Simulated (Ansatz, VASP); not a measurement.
One calculation of KF, two programs

```xyz
2
Lattice="0.0000 2.7403 2.5398 2.7403 0.0000 2.5398 2.7403 2.7403 0.0000" Properties=species:S:1:pos:R:3 pbc="T T T"
K     0.0000    0.0000    0.0000
F     2.7403    2.7403    2.5398
```

Change from the starting cell: strain +0.025 along x and y, -0.050 along z, atoms carried along.

Alike in both runs: task single point; functional LDA; k mesh 8 × 8 × 8; occupations gaussian, width 0.05 eV; no spin polarisation.

```csv
,VASP,Ansatz
version,VASP 6.6.1,Ansatz 0.2.0
potentials or method,"VASP PAW LDA potentials, release 64 (K_sv, F)","scalar-relativistic, plane waves, PAW"
plane-wave cutoff (eV),520,420
valence electrons in the cell,16,16
```

Ansatz gave:

* gap on the k mesh at the Fermi level (eV): 5.68
* least direct gap on the mesh (eV): 5.68
* pressure (GPa): -3.0
* largest component of the traceless stress (GPa): 2.58

Question: What did VASP give for the same quantities?

Answer: gap on the k mesh at the Fermi level (eV): 5.66; least direct gap on the mesh (eV): 5.66; pressure (GPa): -2.9; largest component of the traceless stress (GPa): 2.74.

A k mesh can miss the band edges.
